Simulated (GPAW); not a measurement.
Runs of GPAW 26.7.0 on In. All rows change the cell; the cell of one of them follows. The cell holds a slab with vacuum, 3 atoms: a = 3.335 Å, b = 3.335 Å, c = 20.509 Å, α = 90.00°, β = 90.00°, γ = 120.00°. 

```tsv
task	level	potentials or basis	cell	cutoff (eV)	optimizer	fmax	max steps	band path	band points	grid spacing	gap on the mesh (eV)	largest force (eV/Å)	work function (eV)
relaxation of the atoms	r2SCAN+D4	GPAW PAW data sets (gpaw-data 1.2.1), pw	atoms relaxed from: the (0 0 1) slab of In, cut from the database cell, not relaxed	450	LBFGS	0.01 eV/Å	60	-	-	-	none	0.03	(a)
single point	PBE	GPAW PAW data sets (gpaw-data 1.2.1), pw	the (0 0 1) slab of In, cut from the database cell, not relaxed	450	-	-	-	-	-	-	none	0.04	(b)
band structure	PBE	GPAW PAW data sets (gpaw-data 1.2.1), lcao:dzp	the (0 0 1) slab of In, cut from the database cell, not relaxed	-	-	-	-	GMKG	80	0.16 Å	-	0.08	-
density of states	PBE	GPAW PAW data sets (gpaw-data 1.2.1), fd	the (0 0 1) slab of In, cut from the database cell, not relaxed	-	-	-	-	-	-	0.16 Å	none	0.06	-
```

Alike in all rows: no spin polarisation; k mesh 9 × 9 × 1; smearing fermi-dirac 0.05 eV.

Q: Fill in the values left out.

A: (a) 4.04; (b) 3.88.

Caveats: the real-space grid adds noise to forces (some runs); the cutoff is short for stress and forces, so pressures can be off by a GPa or more (some runs); later steps reuse the first step's grids (some runs); the PAW data sets were made with another functional, which shifts forces and pressure a little (some runs); the basis of atomic orbitals isn't converged, which shifts pressures, moduli and gaps (some runs).

A k mesh can miss the band edges, and the runs leave out spin-orbit coupling on In.

A gap of «none» marks a metal or a gap under the smearing width.

Not every run made on this cell is shown here.
